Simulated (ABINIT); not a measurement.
# In (P6_3/mmc) in ABINIT: notebook

One crystal, In, is run at these levels: PBE; tasks: single point.

Everything below comes from runs of ABINIT 10.8.3 (patched build). Logs are shortened: lines on timing, memory, paths and dates and some standing lists are left out, and cuts for length are marked. The log counts tension as positive stress, the text compression.

## Step 1: The structure

It takes space group P6_3/mmc (No. 194, hexagonal). Conventional cell: a = 3.335 Å, b = 3.335 Å, c = 5.509 Å, α = 90.00°, β = 90.00°, γ = 120.00°. Around In (site symmetry -6m2) lie 12 In at 3.34 to 3.36 Å.

This isn't the form of In at room conditions, which is tetragonal.

## Step 2: Single point, PBE

File run.abi:

```
# Pseudopotentials
pp_dirpath "./"
pseudos "In.GGA_PBE-JTH.xml"

# Structure
acell 6.3031527308 6.3031527309 10.4107713002
rprim
     1.0000000000     0.0000000000     0.0000000000
    -0.5000000000     0.8660254038     0.0000000000
     0.0000000000     0.0000000000     1.0000000000
ntypat 1
znucl 49
natom 2
typat 1 1
xred
     0.6666666667     0.3333333333     0.7500000000
     0.3333333333     0.6666666667     0.2500000000

# Plane-wave basis
ecut 598.650497 eV
pawecutdg 44.0
pawxcdev 0

# k points
kptopt 1
ngkpt 9 9 5
nshiftk 1
shiftk 0.0 0.0 0.0

# Exchange and correlation
ixc 11

# Bands and occupations
nband 17
occopt 5
tsmear 0.00367493

# SCF cycle
nstep 100
tolvrs 1.0e-9

# Output
iomode 3
prtwf 0
prtden 0
prteig 0
prtebands 0
enunit 1
```

Potentials or basis: JTH PAW PBE v2.0.

Run with:

```bash
abinit run.abi > log 2>&1
```

run.abo:

```text
.Version 10.8.3 of ABINIT
 Symmetries : space group P6_3/m m c (#194); Bravais hP (primitive hexag.)
================================================================================
 Values of the parameters that define the memory need of the present run
     intxc =       0    ionmov =       0      iscf =      17    lmnmax =      18
     lnmax =       6     mgfft =      45  mpssoang =       3    mqgrid =    3109
     natom =       2  nloc_mem =       2    nspden =       1   nspinor =       1
    nsppol =       1      nsym =      24    n1xccc =       1    ntypat =       1
    occopt =       5   xclevel =       2
       mpw =        1787          nfft =       40500          nkpt =          36
 PAW method is used; the additional fine FFT grid is defined by:
   mgfftf=        64    nfftf =    102400
================================================================================
================================================================================

--------------------------------------------------------------------------------
------------- Echo of variables that govern the present computation ------------
--------------------------------------------------------------------------------
 -outvars: echo values of preprocessed input variables --------
            acell      6.3031527308E+00  6.3031527309E+00  1.0410771300E+01 Bohr
              amu      1.14820000E+02
             ecut      2.20000000E+01 Hartree
           enunit           1
              ixc          11
         kptrlatt        9    0    0      0    9    0      0    0    5
          kptrlen      5.20538565E+01
            natom           2
            nband          17
            ngfft          30      30      45
          ngfftdg          40      40      64
             nkpt          36
            nstep         100
             nsym          24
           ntypat           1
           occopt           5
        pawecutdg      4.40000000E+01 Hartree
         pawxcdev           0
           prtden           0
        prtebands           0
           prteig           0
            prtwf           0
            rprim      1.0000000000E+00  0.0000000000E+00  0.0000000000E+00
                      -5.0000000000E-01  8.6602540380E-01  0.0000000000E+00
                       0.0000000000E+00  0.0000000000E+00  1.0000000000E+00
          spgroup         194
           tolvrs      1.00000000E-09
           tsmear      3.67493000E-03 Hartree
            typat      1  1
           useylm           1
           xangst      1.6677423898E+00  9.6287151776E-01  4.1318571872E+00
                      -1.7639282173E-11  1.9257430355E+00  1.3772857291E+00
            xcart      3.1515763654E+00  1.8195634630E+00  7.8080784752E+00
                      -3.3333412365E-11  3.6391269260E+00  2.6026928251E+00
             xred      6.6666666667E-01  3.3333333333E-01  7.5000000000E-01
                       3.3333333333E-01  6.6666666667E-01  2.5000000000E-01
            znucl       49.00000

================================================================================

 chkinp: Checking input parameters for consistency.

================================================================================
== DATASET  1 ==================================================================

--- !DatasetInfo
iteration_state: {dtset: 1, }
dimensions: {natom: 2, nkpt: 36, mband: 17, nsppol: 1, nspinor: 1, nspden: 1, mpw: 1787, }
cutoff_energies: {ecut:  22.0, pawecutdg:  44.0, }
electrons: {nelect:   2.60000000E+01, charge:   0.00000000E+00, occopt:   5.00000000E+00, tsmear:   3.67493000E-03, }
meta: {optdriver: 0, ionmov: 0, optcell: 0, iscf: 17, paral_kgb: 0, }
...

 Exchange-correlation functional for the present dataset will be:
  GGA: Perdew-Burke-Ernzerhof functional - ixc=11
  J.P.Perdew, K.Burke, M.Ernzerhof, PRL 77, 3865 (1996)

 Real(R)+Recip(G) space primitive vectors, cartesian coordinates (Bohr,Bohr^-1):
 R(1)=  6.3031527  0.0000000  0.0000000  G(1)=  0.1586508  0.0915971  0.0000000
 R(2)= -3.1515764  5.4586904  0.0000000  G(2)=  0.0000000  0.1831941  0.0000000
 R(3)=  0.0000000  0.0000000 10.4107713  G(3)=  0.0000000  0.0000000  0.0960544
 Unit cell volume ucvol=  3.5820298E+02 bohr^3
 Angles (23,13,12)=  9.00000000E+01  9.00000000E+01  1.20000000E+02 degrees

 Coarse grid specifications (used for wave-functions):

 getcut: wavevector=  0.0000  0.0000  0.0000  ngfft=  30  30  45
         ecut(hartree)=     22.000   => boxcut(ratio)=   2.00167

 Fine grid specifications (used for densities):

 getcut: wavevector=  0.0000  0.0000  0.0000  ngfft=  40  40  64
         ecut(hartree)=     44.000   => boxcut(ratio)=   2.05876

--- Pseudopotential description ------------------------------------------------
- pspini: atom type   1  psp file is ./In.GGA_PBE-JTH.xml
 Pseudopotential format is: paw10
 basis_size (lnmax)=  6 (lmn_size= 18), orbitals=   0   0   1   1   2   2
 Spheres core radius: rc_sph= 2.50644782
 Shapefunction is BESSEL type: shapef(r,l)=aa(1,l)*jl(q(1,l)*r)+aa(2,l)*jl(q(2,l)*r)
 Radius for shape functions =  1.40569481
 Compensation charge density is not taken into account in XC energy/potential

   1.33365723E+03                                ecore*ucvol(ha*bohr**3)
--------------------------------------------------------------------------------

================================================================================

--- !BeginCycle
iteration_state: {dtset: 1, }
solver: {iscf: 17, nstep: 100, nline: 4, wfoptalg: 10, }
tolerances: {tolvrs: 1.00E-09, }
...

     iter   Etot(hartree)      deltaE(h)  residm     nres2
 ETOT  1  -116.01538281145    -1.160E+02 1.426E-01 1.552E+00
 ETOT  2  -116.07645135580    -6.107E-02 1.840E-02 7.243E-01
 ETOT  3  -116.07627438890     1.770E-04 1.123E-03 1.906E-01
 ETOT  4  -116.07623792363     3.647E-05 2.907E-03 3.057E-03
 ETOT  5  -116.07623547053     2.453E-06 6.595E-04 3.992E-05
 ETOT  6  -116.07623554135    -7.082E-08 1.073E-03 5.334E-07
 ETOT  7  -116.07623554435    -3.002E-09 1.536E-04 1.204E-07
 ETOT  8  -116.07623554429     6.487E-11 2.286E-04 1.197E-09
 ETOT  9  -116.07623554430    -1.100E-11 2.247E-04 2.536E-10

 At SCF step    9       nres2   =  2.54E-10 < tolvrs=  1.00E-09 =>converged.

 Cartesian components of stress tensor (hartree/bohr^3)
  sigma(1 1)= -5.64939555E-05  sigma(3 2)=  0.00000000E+00
  sigma(2 2)= -5.64939562E-05  sigma(3 1)=  0.00000000E+00
  sigma(3 3)= -2.39651883E-05  sigma(2 1)=  9.46880956E-14

--- !ResultsGS
iteration_state: {dtset: 1, }
comment   : Summary of ground state results
lattice_vectors:
- [  6.3031527,   0.0000000,   0.0000000, ]
- [ -3.1515764,   5.4586904,   0.0000000, ]
- [  0.0000000,   0.0000000,  10.4107713, ]
lattice_lengths: [   6.30315,    6.30315,   10.41077, ]
lattice_angles: [ 90.000,  90.000, 120.000, ] # degrees, (23, 13, 12)
lattice_volume:   3.5820298E+02
convergence: {deltae: -1.100E-11, res2:  2.536E-10, residm:  2.247E-04, diffor: null, }
etotal    :  -1.16076236E+02
entropy   :   0.00000000E+00
fermie    :   2.13418101E-01
cartesian_stress_tensor: # hartree/bohr^3
- [ -5.64939555E-05,   9.46880956E-14,   0.00000000E+00, ]
- [  9.46880956E-14,  -5.64939562E-05,   0.00000000E+00, ]
- [  0.00000000E+00,   0.00000000E+00,  -2.39651883E-05, ]
pressure_GPa:   1.3431E+00
xred      :
- [  6.6667E-01,   3.3333E-01,   7.5000E-01, In]
- [  3.3333E-01,   6.6667E-01,   2.5000E-01, In]
cartesian_forces: # hartree/bohr
- [ -0.00000000E+00,   3.15697140E-27,  -0.00000000E+00, ]
- [ -0.00000000E+00,  -3.15697140E-27,  -0.00000000E+00, ]
force_length_stats: {min:   3.15697140E-27, max:   3.15697140E-27, mean:   3.15697140E-27, }
...

 Integrated electronic density in atomic spheres:
 ------------------------------------------------
 Atom  Sphere_radius  Integrated_density
    1        2.50645         11.11455956
    2        2.50645         11.11455956

================================================================================

 ----iterations are completed or convergence reached----

 Mean square residual over all n,k,spin=   48.395E-08; max=  22.472E-05
 reduced coordinates (array xred) for    2 atoms
       0.666666666667      0.333333333333      0.750000000000
       0.333333333333      0.666666666667      0.250000000000
 rms dE/dt=  1.0256E-26; max dE/dt=  2.1541E-26; dE/dt below (all hartree)
    1       0.000000000000     -0.000000000000      0.000000000000
    2       0.000000000000      0.000000000000      0.000000000000

 cartesian coordinates (angstrom) at end:
    1      1.66774238984995     0.96287151775649     4.13185718718853
    2     -0.00000000001764     1.92574303551298     1.37728572906284

 cartesian forces (hartree/bohr) at end:
    1     -0.00000000000000     0.00000000000000    -0.00000000000000
    2     -0.00000000000000    -0.00000000000000    -0.00000000000000
 frms,max,avg= 1.8226783E-27 3.1569714E-27   0.000E+00  0.000E+00  0.000E+00 h/b

 cartesian forces (eV/Angstrom) at end:
    1     -0.00000000000000     0.00000000000000    -0.00000000000000
    2     -0.00000000000000    -0.00000000000000    -0.00000000000000
 frms,max,avg= 9.3725886E-26 1.6233800E-25   0.000E+00  0.000E+00  0.000E+00 e/A
 length scales=  6.303152730800  6.303152730900 10.410771300200 bohr
              =  3.335484779718  3.335484779770  5.509142916251 angstroms
 Fermi (or HOMO) energy (eV) =   5.80740   Average Vxc (eV)= -10.17914
 Eigenvalues (   eV  ) for nkpt=  36  k points:
 kpt#   1, nband= 17, wtk=  0.00247, kpt=  0.0000  0.0000  0.0000 (reduced coord)
  -8.95662   -8.90198   -8.87652   -8.87652   -8.85001   -8.85001   -8.77718   -8.77718
  -8.59962   -8.59962   -3.72426    1.29015    2.37192   14.10754   14.10754   15.91176
  15.91676
 prteigrs : prtvol=0 or 1, do not print more k-points.

--- !EnergyTerms
iteration_state     : {dtset: 1, }
comment             : Components of total free energy in Hartree
kinetic             :  2.79279004882219E+01
hartree             :  3.82852093585454E+01
xc                  : -1.51128737957308E+01
Ewald energy        : -8.65905105060494E+01
psp_core            :  3.72318849063001E+00
local_psp           : -1.06535232368565E+02
PAW spherical_terms :  2.22261566422345E+01
internal            : -1.16076161690713E+02
'-kT*entropy'       : -6.17515825659576E-05
total_energy        : -1.16076223442296E+02
total_energy_eV     : -3.15859495006311E+03
...

--- !EnergyTermsDC
iteration_state     : {dtset: 1, }
comment             : '"Double-counting" decomposition of free energy'
band_energy         : -6.03373392011826E+00
Ewald energy        : -8.65905105060494E+01
psp_core            :  3.72318849063001E+00
xc_dc               : -4.39688872856590E+01
PAW spherical_terms :  1.67937694284793E+01
internal            : -1.16076173792717E+02
'-kT*entropy'       : -6.17515825659576E-05
total_energy_dc     : -1.16076235544300E+02
total_energy_dc_eV  : -3.15859527937541E+03
...

--- !EnergyTermsWithPAWCore
iteration_state     : {dtset: 1, }
comment             : 'Components of total free energy, including PAW core contributions'
Total energy        : -1.17634427044515E+04
Total energy DC     : -1.17634427165535E+04
Total energy (eV)   : -3.20099583013296E+05
Total energy DC (eV): -3.20099583342608E+05
...

 Cartesian components of stress tensor (hartree/bohr^3)
  sigma(1 1)= -5.64939555E-05  sigma(3 2)=  0.00000000E+00
  sigma(2 2)= -5.64939562E-05  sigma(3 1)=  0.00000000E+00
  sigma(3 3)= -2.39651883E-05  sigma(2 1)=  9.46880956E-14

-Cartesian components of stress tensor (GPa)         [Pressure=  1.3431E+00 GPa]
- sigma(1 1)= -1.66210956E+00  sigma(3 2)=  0.00000000E+00
- sigma(2 2)= -1.66210958E+00  sigma(3 1)=  0.00000000E+00
- sigma(3 3)= -7.05080183E-01  sigma(2 1)=  2.78581995E-09

== END DATASET(S) ==============================================================
================================================================================

 -outvars: echo values of variables after computation  --------
            acell      6.3031527308E+00  6.3031527309E+00  1.0410771300E+01 Bohr
           etotal     -1.1607623554E+02
            fcart     -0.0000000000E+00  3.1569713979E-27 -0.0000000000E+00
                      -0.0000000000E+00 -3.1569713979E-27 -0.0000000000E+00
            rprim      1.0000000000E+00  0.0000000000E+00  0.0000000000E+00
                      -5.0000000000E-01  8.6602540380E-01  0.0000000000E+00
                       0.0000000000E+00  0.0000000000E+00  1.0000000000E+00
           strten     -5.6493955511E-05 -5.6493956210E-05 -2.3965188298E-05
                       0.0000000000E+00  0.0000000000E+00  9.4688095552E-14
           xangst      1.6677423898E+00  9.6287151776E-01  4.1318571872E+00
                      -1.7639282173E-11  1.9257430355E+00  1.3772857291E+00
             xred      6.6666666667E-01  3.3333333333E-01  7.5000000000E-01
                       3.3333333333E-01  6.6666666667E-01  2.5000000000E-01
 Calculation completed.
```

Run time: 19 s. Hardware: 1 thread of Intel Xeon 6975P-C (Granite Rapids), shared host; peak memory 0.13 GiB.

What came out:

```yaml
Free_energy: -3158.5953 eV
Pressure: 1.3 GPa
Band_gap_on_the_k_mesh: none (metal or under the smearing width)
Valence_electrons_inside_the_program's_atomic_spheres: In 11.11 (radii [1.3264] Å)
```

Stress tensor (GPa, compression positive):
```
1.66 0.00 0.00
0.00 1.66 0.00
0.00 0.00 0.71
```

## Step 3: Single point, PBE

Changes to run.abi since step 2:

```diff
@@ -34,3 +34,3 @@
 nband 17
-occopt 5
+occopt 6
 tsmear 0.00367493
```

Potentials or basis: JTH PAW PBE v2.0.

Run with:

```bash
abinit run.abi > log 2>&1
```

It took 19 s on 1 thread of Intel Xeon 6975P-C (Granite Rapids), shared host; peak memory 0.13 GiB.

It converged, with:

* Free energy: -3158.5944 eV
* Pressure: 1.3 GPa
* Band gap on the k mesh: none (metal or under the smearing width)
* Valence electrons inside the program's atomic spheres: In 11.11 (radii [1.3264] Å)

Stress tensor (GPa, compression positive):
```
1.69 0.00 0.00
0.00 1.69 0.00
0.00 0.00 0.66
```

Levels at points of the mesh, in eV from the Fermi level:
| k point | band 11 | band 12 | band 13 | band 14 | band 15 | band 16 |
| --- | --- | --- | --- | --- | --- | --- |
| (0.00, 0.00, 0.00) | -9.53 | -4.51 | -3.43 | 8.30 | 8.30 | 10.11 |
